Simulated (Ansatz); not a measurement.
# Ta$_{2}$N under strains and displacements

Level of theory: DFT PBE, scalar-relativistic, plane waves, PAW (Ansatz 0.2.0).

Cutoff 420 eV; k points 15×15×8 on the computed 3-atom cell (Γ-centred); Gaussian smearing, width 0.10 eV; no spin polarisation.

Reference cell:

```yaml
crystal:
  lattice:
    - [3.11286, 0.00000, 0.00000]
    - [-1.55643, 2.69582, 0.00000]
    - [0.00000, 0.00000, 4.86984]
  atoms:
    - { symbol: Ta, position: [0.66667, 0.33333, 0.74529] }
    - { symbol: Ta, position: [0.33333, 0.66667, 0.25471] }
    - { symbol: N, position: [0.00000, 0.00000, 0.00000] }
```

Each variant moves atoms of this cell by the vectors given, if any (Å), and then applies a symmetric strain (tensor components, Cartesian axes). The reference cell isn't relaxed at this level. Energies are per atom at zero smearing, counted from the lowest variant. Pressure is positive in compression.

1. no strain; moves: Ta2 (0.150, 0.000, 0.000)
2. no strain; moves: N3 (0.022, -0.084, 0.122)
3. no strain; moves: Ta2 (0.080, 0.127, 0.001)
4. no strain; moves: Ta2 (0.000, 0.000, 0.225)
5. strain (xx yy zz yz xz xy, %) -2.26 -2.26 6.74 0.00 0.00 0.00; moves: Ta1 (0.000, 0.000, 0.024); Ta2 (0.000, 0.000, -0.042); N3 (0.000, 0.000, 0.018)
6. no strain; moves: Ta2 (-0.030, -0.033, -0.006)

Order the variants by energy, lowest first.

6 (0.0 meV/atom), 1 (22.2 meV/atom), 3 (22.4 meV/atom), 2 (49.8 meV/atom), 5 (59.8 meV/atom), 4 (137.4 meV/atom). Neighbours within 1 meV/atom are level.

Order them by pressure, highest first.

2 (0.70 GPa), 1 (-0.01 GPa), 3 (-0.02 GPa), 4 (-0.71 GPa), 6 (-1.08 GPa), 5 (-3.62 GPa).

Spin–orbit coupling is left out, which can shift energies with elements as heavy as these. Spin polarisation was left out, and a magnetic state may lie lower.